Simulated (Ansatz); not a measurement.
# Cr3Te: the cost of one run

Method: DFT PBE, scalar-relativistic, plane waves, PAW, in Ansatz 0.2.0.

## (1) The system as given

The structure is cubic, space group Pm-3n (No. 223). The conventional cell has a = 5.206 Å, b = 5.206 Å, c = 5.206 Å, α = 90.00°, β = 90.00°, γ = 90.00°. Cr (site symmetry -4m2) is surrounded by 2 Cr at 2.60 Å and 4 Te at 2.91 Å. Te (site symmetry m-3) has 12 Cr at 2.91 Å as nearest neighbours.

Structure file:

```cif
data_structure
_symmetry_space_group_name_H-M 'Pm-3n'
_symmetry_Int_Tables_number 223
_cell_length_a 5.2058
_cell_length_b 5.2058
_cell_length_c 5.2058
_cell_angle_alpha 90.000
_cell_angle_beta 90.000
_cell_angle_gamma 90.000
_cell_volume 141.08
loop_
_atom_site_label
_atom_site_type_symbol
_atom_site_symmetry_multiplicity
_atom_site_Wyckoff_symbol
_atom_site_fract_x
_atom_site_fract_y
_atom_site_fract_z
_atom_site_occupancy
Cr1 Cr 6 c 0.00000 0.50000 0.25000 1
Te1 Te 2 a 0.00000 0.00000 0.00000 1
```

This is candidate A: A15 type (Pm-3n, No. 223).

(A quick probe on a coarse mesh, which set the mesh and smearing, is not shown.)

## (3) Rough relaxation on the coarse mesh (candidate A)

input.yaml reads:

```yaml
crystal:
  lattice:
    - [5.2058426759, 0.0, 0.0]
    - [0.0, 5.2058426759, 0.0]
    - [0.0, 0.0, 5.2058426759]
  atoms:
    - { symbol: Cr, position: [0.0, 0.5, 0.25], spin: 1.27 }
    - { symbol: Cr, position: [0.0, 0.5, 0.75], spin: 1.27 }
    - { symbol: Cr, position: [0.25, 0.0, 0.5], spin: 1.27 }
    - { symbol: Cr, position: [0.75, 0.0, 0.5], spin: 1.27 }
    - { symbol: Cr, position: [0.5, 0.75, 0.0], spin: 1.27 }
    - { symbol: Cr, position: [0.5, 0.25, 0.0], spin: 1.27 }
    - { symbol: Te, position: [0.0, 0.0, 0.0] }
    - { symbol: Te, position: [0.5, 0.5, 0.5] }
basis:
  ecutwfc: 420
kpoints:
  mp_grid: { grid: [4, 4, 4] }
hamiltonian:
  xc: pbe
scf:
  occupations: { method: gaussian, width: 0.1 }
  lower_state_search: "off"
output:
  forces: true
  stress: true
  eigenvalues: true
  populations: true
magnetization:
  spin_polarized: true
relax:
  adjacent_minimum: "off"
  f_tol: 0.04
  max_steps: 70
  cell: { stress_tol: 0.4 }
```

Started as:

```bash
ansatz run input.yaml --threads 1 --pin off --max-ram 2560MiB --backend cpu --events-out ev --progress --plain --runs-dir out
```

Q: Estimate wall time and peak memory on 1 thread of Intel Xeon Platinum 8375C at 2.90GHz (Ice Lake), shared host.

About 1.9 min, with a peak of 0.6 GiB.
